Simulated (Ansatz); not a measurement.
**K: enthalpy against pressure**

K, Im-3m, a = 5.283 Å. Ansatz: PBE, PAW, 420 eV, Γ-centred 12×12×12 mesh on 1 atom, Gaussian smearing 0.10 eV; no spin polarisation. The cell is relaxed at each pressure, and no other structure is tried, so the rows at high pressure may lie past a change of phase. y is the enthalpy over the state at zero pressure; there V0 = 73.709 Å³/atom. The pressures are the targets, met within 0.05 GPa.

```tsv
P (GPa)	y (eV/atom)
0.0	0.0000
2.0	0.7706
5.0	1.6728
10.0	?
20.0	4.8369
40.0	7.6655
```

Problem. Fit y = c1 P + c2 P² + c3 P³ to the other rows, say what c1 and c2 mean, and predict the missing value.

Solution. Least squares on the rows shown. y = 0.38263 P − 0.0093114 P² + 0.00011342 P³. Since dH/dP = V, c1 is V0: 0.38263 eV/GPa × 160.2 = 61.297 Å³ against 73.709; c2 = −V0/(2B0) gives B0 = 21 GPa, where a Birch–Murnaghan fit to the volumes of the same runs (not shown) gives 3.7 GPa. The volume falls by 75 % over the range, most steeply at the start, which a cubic can't follow: here c1 isn't V0 and c2 doesn't give B0. Above P = −c2/(3 c3) = 27 GPa the cubic's slope, the volume, would rise with pressure, so the form fails there. At P = 10.0 the fit asked for gives 3.0086 eV/atom. The run gave 2.8954 eV/atom, so the fit is 0.1132 eV/atom too high, 1.5 % of the span of the series, against an rms of 0.0235 eV/atom on the fitted rows. With a term in P⁴ added, a fit to the same known rows (none to spare) predicts 2.7902 eV/atom, which misses by about as much or more on the other side: the known rows don't fix the higher terms. Also, this row ran on the mesh 14×14×14, its neighbour on 12×12×12, which can shift it a little.

The mesh isn't the same in all rows (12×12×12, 14×14×14, 16×16×16).